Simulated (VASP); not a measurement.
# Al (Fm-3m) in VASP: notebook

Runs on Al. Level: PBE. Tasks: single point.

Program: VASP 6.6.1. These are calculated values, not measurements. Logs are shortened: lines on timing, memory, paths and dates and some standing lists are left out, and cuts for length are marked.

## Step 1: The structure

It takes space group Fm-3m (No. 225, cubic). Conventional cell: a = 4.050 Å, b = 4.050 Å, c = 4.050 Å, α = 90.00°, β = 90.00°, γ = 90.00°. Al (site symmetry m-3m) is surrounded by 12 Al at 2.86 Å.

## Step 2: Single point, PBE

Contents of INCAR:

```
SYSTEM = Al
PREC = Accurate
ENCUT = 400
EDIFF = 1E-7
ISMEAR = -1
SIGMA = 0.2
LREAL = .False.
LASPH = .True.
NELM = 100
ALGO = Normal
ISIF = 2
LWAVE = .False.
LCHARG = .False.
GGA = PE
NBANDS = 8
ADDGRID = .False.
```

Contents of KPOINTS:

```
regular mesh
0
Gamma
  10 10 10
  0 0 0
```

Contents of POSCAR:

```
Al
1.0
   -0.0142710000      2.0302060000      1.9470980000
    2.0319350000     -0.0386130000      1.9714400000
    2.0296090000      2.0522230000     -0.0362870000
Al
1
Direct
    0.0259050000     -0.0062880000     -0.0081470000
```

Potentials or basis: VASP PAW PBE potentials, release 64 (Al).

Command:

```console
> cat potpaw_PBE.64/Al/POTCAR > POTCAR
> mpirun -np 1 vasp_std > vasp.out
```

OUTCAR:

```text
SYSTEM = Al
   PREC = Accurate
   ENCUT = 400
   EDIFF = 1E-7
   ISMEAR = -1
   LREAL = .False.
   LASPH = .True.
   NELM = 100
   ISIF = 2
   GGA = PE

 Found    504 irreducible k-points:

 Following reciprocal coordinates:
            Coordinates               Weight
  0.000000  0.000000  0.000000      1.000000
  0.100000  0.000000 -0.000000      2.000000
  0.200000  0.000000 -0.000000      2.000000
  0.300000  0.000000 -0.000000      2.000000
  0.400000  0.000000 -0.000000      2.000000
  0.500000  0.000000 -0.000000      1.000000
   k-points           NKPTS =    504   k-points in BZ     NKDIM =    504   number of bands    NBANDS=      8
   number of dos      NEDOS =    301   number of ions     NIONS =      1
   total plane-waves  NPLWV =   6480
   dimension x,y,z NGX =    18 NGY =   18 NGZ =   20
   dimension x,y,z NGXF=    36 NGYF=   36 NGZF=   40
   ions per type =               1
   NGX,Y,Z   is equivalent  to a cutoff of  10.64, 10.57, 11.52 a.u.
   NGXF,Y,Z  is equivalent  to a cutoff of  21.28, 21.14, 23.04 a.u.
 SYSTEM =  Al
   PREC   = accura    normal or accurate (medium, high low for compatibility)
   ISTART =      0    job   : 0-new  1-cont  2-samecut
   ICHARG =      2    charge: 1-file 2-atom 10-const
   ISPIN  =      1    spin polarized calculation?
   LNONCOLLINEAR =      F non collinear calculations
   LSORBIT =      F    spin-orbit coupling
   LASPH  =      T    aspherical Exc in radial PAW
   ENCUT  =  400.0 eV  29.40 Ry    5.42 a.u.   4.59  4.62  4.71*2*pi/ulx,y,z
   NELM   =    100;   NELMIN=  2; NELMDL= -5     # of ELM steps
   EDIFF  = 0.1E-06   stopping-criterion for ELM
   LREAL  =      F    real-space projection
   EDIFFG = 0.1E-05   stopping-criterion for IOM
   NSW    =      0    number of steps for IOM
   IBRION =     -1    ionic relax: 0-MD 1-quasi-New 2-CG
   NFREE  =      0    steps in history (QN), initial steepest desc. (CG)
   ISIF   =      2    stress and relaxation
   ISYM   =      2    0-nonsym 1-usesym 2-fastsym
   POTIM  = 0.5000    time-step for ionic-motion
   TEBEG  =    0.0;   TEEND  =   0.0 temperature during run
   PSTRESS=    0.0 pullay stress
   NELECT =       3.0000    total number of electrons
   NUPDOWN=      -1.0000    fix difference up-down
   EMIN   =  10.00;   EMAX   =-10.00  energy-range for DOS
   EFERMI =   0.00;   METHOD = LEGACY
   ISMEAR =    -1;   SIGMA  =   0.20  broadening in eV -4-tet -1-fermi 0-gaus
   EFERMI_NEDOS =   21; number of points for ismear=-14 and -15
   IALGO  =     38    algorithm
   IMIX   =      4    mixing-type and parameters
     AMIX     =   0.40;   BMIX     =  1.00
     AMIX_MAG =   1.60;   BMIX_MAG =  1.00
  volume/ion in A,a.u.               =      16.60       112.04
  Fermi-wavevector in a.u.,A,eV,Ry     =   0.925526  1.748991 11.654732  0.856599
  Thomas-Fermi vector in A             =   2.051390
   LORBIT       =      0    0 simple, 1 ext, 2 COOP (PROOUT), +10 PAW based schemes
   GGA     = PE    functional components
   LHFCALC =     F    Hartree Fock is set to
   AEXX    =    0.0000 exact exchange contribution
   IVDW    =     0    specifies the selected vdW correction
   LEPSILON=     F    determine dielectric tensor
   LRPA    =     F    only Hartree local field effects (RPA)
 non-spin polarized calculation
  energy-cutoff  :      400.00
  volume of cell :       16.60
 maximum number of plane-waves:       311
   NGX =  9   NGY =  9   NGZ =  9

 number of electron       3.0000000 magnetization

 Free energy of the ion-electron system (eV)
  ---------------------------------------------------
  ext. energy  EPLUGINS =         0.00000000
  ---------------------------------------------------
  free energy    TOTEN  =        -3.76324872 eV

  energy without entropy =       -3.70437875  energy(sigma->0) =       -3.73381373

 E-fermi :   7.9887     XC(G=0): -10.1739

 val. band max:        7.9826685726   @ k =  -0.1000  -0.4000   0.4000
 cond. band min:       7.9895232499   @ k =   0.0000  -0.2000   0.3000
 fundamental gap:      0.0068546773
 Fermi energy:         7.9887069344

 k-point     1 :       0.0000    0.0000    0.0000
  band No.  band energies     occupation
      1      -3.1566      2.00000
      2      20.0470      0.00000
      3      20.4275      0.00000
      4      21.1362      0.00000
      5      21.4466      0.00000
      6      21.8566      0.00000
      7      22.4954      0.00000
      8      24.5320      0.00000

 k-point     2 :       0.1000    0.0000   -0.0000
  band No.  band energies     occupation
      1      -2.8828      2.00000
      2      17.4242      0.00000
      3      19.3462      0.00000
      4      20.0245      0.00000
      5      22.5393      0.00000
      6      22.5854      0.00000
      7      23.5531      0.00000
      8      25.3105      0.00000

 k-point     3 :       0.2000    0.0000   -0.0000
  band No.  band energies     occupation
      1      -2.0648      2.00000
      2      13.4253      0.00000
      3      18.5684      0.00000
      4      19.2539      0.00000
      5      22.3041      0.00000
      6      22.8836      0.00000
      7      23.8654      0.00000
      8      25.1407      0.00000

 k-point     4 :       0.3000    0.0000   -0.0000
  band No.  band energies     occupation
      1      -0.7118      2.00000
      2       9.7096      0.00037
      3      18.1857      0.00000
      4      18.9222      0.00000
      5      21.1203      0.00000
      6      22.1402      0.00000
      7      22.1835      0.00000
      8      25.8357      0.00000

 k-point     5 :       0.4000    0.0000   -0.0000
  band No.  band energies     occupation
      1       1.1610      2.00000
      2       6.4017      1.99928
      3      18.2370      0.00000
      4      19.0412      0.00000
      5      19.7291      0.00000
      6      20.6975      0.00000
      7      22.3707      0.00000
      8      24.2521      0.00000

 k-point     6 :       0.5000    0.0000   -0.0000
  band No.  band energies     occupation
      1       3.4121      2.00000
      2       3.6703      2.00000
      3      18.6590      0.00000
      4      18.8232      0.00000
      5      19.5885      0.00000
      6      19.7239      0.00000
      7      23.0494      0.00000
      8      23.0986      0.00000

 [... further k-points ...]

------------------------ aborting loop because EDIFF is reached ----------------------------------------

  FORCE on cell =-STRESS in cart. coord.  units (eV):
  Direction    XX          YY          ZZ          XY          YZ          ZX
  --------------------------------------------------------------------------------------
  -------------------------------------------------------------------------------------
  Total       -0.0436881      0.0228861     -0.0297652      0.0029425      0.1075907      0.0309244
  in kB       -4.2159367      2.2085265     -2.8723681      0.2839550     10.3825888      2.9842321
  external PRESSURE =      -1.6265928 kB  Pullay stress =       0.0000000 kB

 VOLUME and BASIS-vectors are now :
 -----------------------------------------------------------------------------
  energy-cutoff  :      400.00
  volume of cell :       16.60
      direct lattice vectors                 reciprocal lattice vectors
    -0.014271000  2.030206000  1.947098000    -0.243600396  0.245440565  0.255882689
     2.031935000 -0.038613000  1.971440000     0.245113160 -0.237992671  0.249947439
     2.029609000  2.052223000 -0.036287000     0.245598817  0.239991210 -0.248434673

 POSITION                                       TOTAL-FORCE (eV/Angst)
 -----------------------------------------------------------------------------------
      4.03186      2.04973      1.97349         0.000000      0.000000      0.000000
 -----------------------------------------------------------------------------------
    total drift:                               -0.000001     -0.000004     -0.000001

  FREE ENERGIE OF THE ION-ELECTRON SYSTEM (eV)
  ---------------------------------------------------
  free  energy   TOTEN  =        -3.7632487154 eV

  energy  without entropy=       -3.7043787471  energy(sigma->0) =       -3.73381373
```

It took 17 s on 1 thread of Intel Xeon 6975P-C (Granite Rapids), shared host; peak memory 0.14 GiB.

The run converged, but some of its settings lie outside the range that counts as converged, so its numbers aren't taken as properties of the crystal.

Results:

```yaml
Free_energy: -3.7632 eV
Pressure: -0.2 GPa
Band_gap_on_the_k_mesh: none (metal or under the smearing width)
```

## Step 3: Single point, PBE

Edit INCAR of step 2 so:

```diff
@@ -5,3 +5,3 @@
 ISMEAR = -1
-SIGMA = 0.2
+SIGMA = 0.1
 LREAL = .False.
```

KPOINTS is that of step 2.

Contents of POSCAR:

```
Al
1.0
    0.0000000000      2.0248050000      2.0248050000
    2.0248050000      0.0000000000      2.0248050000
    2.0248050000      2.0248050000      0.0000000000
Al
1
Direct
    0.0000000000      0.0000000000      0.0000000000
```

Potentials or basis: VASP PAW PBE potentials, release 64 (Al).

Command:

```console
> cat potpaw_PBE.64/Al/POTCAR > POTCAR
> mpirun -np 1 vasp_std > vasp.out
```

Wall time 2.3 s (1 thread of Intel Xeon 6975P-C (Granite Rapids), shared host); peak memory 0.11 GiB.

The run converged, but some of its settings lie outside the range that counts as converged, so its numbers aren't taken as properties of the crystal.

What came out:

| Property | Result |
| --- | --- |
| Free energy | -3.7375 eV |
| Pressure | -0.5 GPa |
| Band gap on the k mesh | none (metal or under the smearing width) |

## Step 4: Single point, PBE

INCAR is that of step 3.

KPOINTS is that of step 3.

Contents of POSCAR:

```
Al
1.0
   -0.0142710000      2.0302060000      1.9470980000
    2.0319350000     -0.0386130000      1.9714400000
    2.0296090000      2.0522230000     -0.0362870000
Al
1
Direct
    0.0259050000     -0.0062880000     -0.0081470000
```

Potentials or basis: VASP PAW PBE potentials, release 64 (Al).

Command:

```console
> cat potpaw_PBE.64/Al/POTCAR > POTCAR
> mpirun -np 1 vasp_std > vasp.out
```

OUTCAR:

```text
SYSTEM = Al
   PREC = Accurate
   ENCUT = 400
   EDIFF = 1E-7
   ISMEAR = -1
   LREAL = .False.
   LASPH = .True.
   NELM = 100
   ISIF = 2
   GGA = PE

 Found    504 irreducible k-points:

 Following reciprocal coordinates:
            Coordinates               Weight
  0.000000  0.000000  0.000000      1.000000
  0.100000  0.000000 -0.000000      2.000000
  0.200000  0.000000 -0.000000      2.000000
  0.300000  0.000000 -0.000000      2.000000
  0.400000  0.000000 -0.000000      2.000000
  0.500000  0.000000 -0.000000      1.000000
   k-points           NKPTS =    504   k-points in BZ     NKDIM =    504   number of bands    NBANDS=      8
   number of dos      NEDOS =    301   number of ions     NIONS =      1
   total plane-waves  NPLWV =   6480
   dimension x,y,z NGX =    18 NGY =   18 NGZ =   20
   dimension x,y,z NGXF=    36 NGYF=   36 NGZF=   40
   ions per type =               1
   NGX,Y,Z   is equivalent  to a cutoff of  10.64, 10.57, 11.52 a.u.
   NGXF,Y,Z  is equivalent  to a cutoff of  21.28, 21.14, 23.04 a.u.
 SYSTEM =  Al
   PREC   = accura    normal or accurate (medium, high low for compatibility)
   ISTART =      0    job   : 0-new  1-cont  2-samecut
   ICHARG =      2    charge: 1-file 2-atom 10-const
   ISPIN  =      1    spin polarized calculation?
   LNONCOLLINEAR =      F non collinear calculations
   LSORBIT =      F    spin-orbit coupling
   LASPH  =      T    aspherical Exc in radial PAW
   ENCUT  =  400.0 eV  29.40 Ry    5.42 a.u.   4.59  4.62  4.71*2*pi/ulx,y,z
[... 59 lines left out ...]
      2      20.0471      0.00000
      3      20.4272      0.00000
      4      21.1359      0.00000
      5      21.4465      0.00000
      6      21.8564      0.00000
      7      22.4949      0.00000
      8      24.5317      0.00000
[... 45 lines left out ...]
 k-point     6 :       0.5000    0.0000   -0.0000
  band No.  band energies     occupation
      1       3.4118      2.00000
      2       3.6703      2.00000
      3      18.6587      0.00000
      4      18.8231      0.00000
      5      19.5881      0.00000
      6      19.7241      0.00000
      7      23.0496      0.00000
      8      23.0979      0.00000

 [... further k-points ...]

------------------------ aborting loop because EDIFF is reached ----------------------------------------

  FORCE on cell =-STRESS in cart. coord.  units (eV):
  Direction    XX          YY          ZZ          XY          YZ          ZX
  --------------------------------------------------------------------------------------
  -------------------------------------------------------------------------------------
  Total       -0.0641994      0.1276426     -0.1484740     -0.0156659      0.1058249      0.0396169
  in kB       -6.1952972     12.3176078    -14.3278631     -1.5117708     10.2121894      3.8230666
  external PRESSURE =      -2.7351842 kB  Pullay stress =       0.0000000 kB

 VOLUME and BASIS-vectors are now :
 -----------------------------------------------------------------------------
  energy-cutoff  :      400.00
  volume of cell :       16.60
      direct lattice vectors                 reciprocal lattice vectors
    -0.014271000  2.030206000  1.947098000    -0.243600396  0.245440565  0.255882689
     2.031935000 -0.038613000  1.971440000     0.245113160 -0.237992671  0.249947439
     2.029609000  2.052223000 -0.036287000     0.245598817  0.239991210 -0.248434673

 POSITION                                       TOTAL-FORCE (eV/Angst)
 -----------------------------------------------------------------------------------
      4.03186      2.04973      1.97349         0.000000      0.000000     -0.000000
 -----------------------------------------------------------------------------------
    total drift:                               -0.000001     -0.000004     -0.000001

  FREE ENERGIE OF THE ION-ELECTRON SYSTEM (eV)
  ---------------------------------------------------
  free  energy   TOTEN  =        -3.7399387612 eV

  energy  without entropy=       -3.7229570745  energy(sigma->0) =       -3.73144792
```

stdout:

```text
POSCAR found type information on POSCAR Al
 POSCAR found :  1 types and       1 ions
 scaLAPACK will be used
 LDA part: xc-table for (Slater+PW92), standard interpolation
 POSCAR, INCAR and KPOINTS ok, starting setup
 FFT: planning ... GRIDC
 FFT: planning ... GRID_SOFT
 FFT: planning ... GRID
 WAVECAR not read
 entering main loop
```

Run time: 15 s. Hardware: 1 thread of Intel Xeon 6975P-C (Granite Rapids), shared host; peak memory 0.14 GiB.

These settings aren't checked as converged: the numbers below hold their error.

What came out:

| Property | Result |
| --- | --- |
| Free energy | -3.7399 eV |
| Pressure | -0.3 GPa |
| Band gap on the k mesh | none (metal or under the smearing width) |
